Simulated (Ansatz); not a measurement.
## RbBr in Ansatz: the effect of exact exchange

The system is RbBr.

```
Rb Br
1.0
     4.12608    0.00000    0.00000
     0.00000    4.12608    0.00000
     0.00000    0.00000    4.12608
Rb Br
1 1
Cartesian
  0.0000 0.0000 0.0000
  2.0630 2.0630 2.0630
```

The cell comes from a database or a generator and needn't be the stable form of this composition.

Alike in all runs:

```yaml
Program: Ansatz 0.2.0
Task: single point
Functional: HSE06 form with a typed share of exact exchange
Potentials_or_basis: Ansatz PAW
Cutoff: "420 eV (not typed: the program's choice for these potentials)"
k_mesh: 4 × 4 × 4
Occupations: fermi-dirac, width 0.05 eV
Spin: no spin polarisation
```

```tsv
exact exchange	gap on the mesh (eV)	pressure (GPa)
0.05	4.32	0.8
0.1	4.56	0.7
0.15	?	?
0.2	5.04	0.5
0.25	5.28	0.5
0.3	5.53	0.4
```

What does the run with exact exchange 0.15 give?

gap on the mesh 4.80 eV; pressure 0.6 GPa.

Worked out: A straight line through the other rows of the gap on the mesh, of slope 4.83 eV per unit of exact exchange, gives 4.80 eV, against the run's 4.80. A straight line through the other rows of the pressure, of slope -1.56 GPa per unit of exact exchange, gives 0.6 GPa, against the run's 0.6.

Caveats: the PAW data sets come from PBE, with cores solved anew for the run's functional, which leaves a small shift of forces and pressure; the thresholds are loose for stress.

A k mesh can miss the band edges.
